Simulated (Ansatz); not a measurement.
Al (space group Fm-3m) relaxed with several functionals in Ansatz (plane waves to 420 eV, scalar-relativistic PAW, no spin-orbit coupling, symmetry kept). The database cell has 16.60 Å³/atom; its temperature or method isn't stated, so the comparison with it is no error of the functional. No moments.

```
functional conventional cell V (Å³/atom) against the database cell (%) gap on mesh (eV) largest moment (μB)
       PBE  a = 4.041 Å, b = 4.041 Å, c = 4.041 Å, α = 90.00°, β = 90.00°, γ = 90.00°        16.50                           -0.6              0.00                 0.00
       LDA  a = 3.984 Å, b = 3.984 Å, c = 3.984 Å, α = 90.00°, β = 90.00°, γ = 90.00°        15.80                           -4.8              0.00                 0.00
PBE+D3(BJ) a = 3.982 Å, b = 3.982 Å, c = 3.982 Å, α = 90.00°, β = 90.00°, γ = 90.00°        15.79                           -4.9              0.00                 0.00
```